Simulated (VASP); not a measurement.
Runs of VASP 6.6.1 on AgCl (Chlorargyrite). The structure is cubic, space group Fm-3m (No. 225). Conventional cell: a = 5.445 Å, b = 5.445 Å, c = 5.445 Å, α = 90.00°, β = 90.00°, γ = 90.00°. Ag (site symmetry m-3m) is surrounded by 6 Cl at 2.72 Å. Around Cl (site symmetry m-3m) lie 6 Ag at 2.72 Å. 

```tsv
task	level	cell	k mesh	cutoff (eV)	by perturbation theory	grid for exact exchange (PRECFOCK)	screening parameter	exchange at q = 0	gap on the mesh (eV)	pressure (GPa)
band structure	HSE06	Fm-3m, 20.18 Å³/atom	6 × 6 × 6	520	-	Fast	0.2 1/A	-	2.40	(b)
single point	PBEsol	Fm-3m, 20.46 Å³/atom	6 × 6 × 6	520	-	-	-	-	0.72	(a)
band structure	PBE0	Fm-3m, 20.18 Å³/atom	6 × 6 × 6	520	-	Fast	-	truncated	3.07	4.2
relaxation of cell and atoms	PBEsol	relaxed	8 × 8 × 8	600	-	-	-	-	0.72	0.0
```

Alike in all rows: potentials or basis VASP PAW PBE potentials, release 64 (Ag, Cl); no spin polarisation; smearing gaussian 0.03 eV.

Task: Estimate the missing entries.

Result: (a) -0.8; (b) 4.3.

Caveats: the PAW data sets were made with another functional, which shifts forces and pressure a little.

A k mesh can miss the band edges, and the runs leave out spin-orbit coupling on Ag.

Runs at the PBE level aren't shown here.
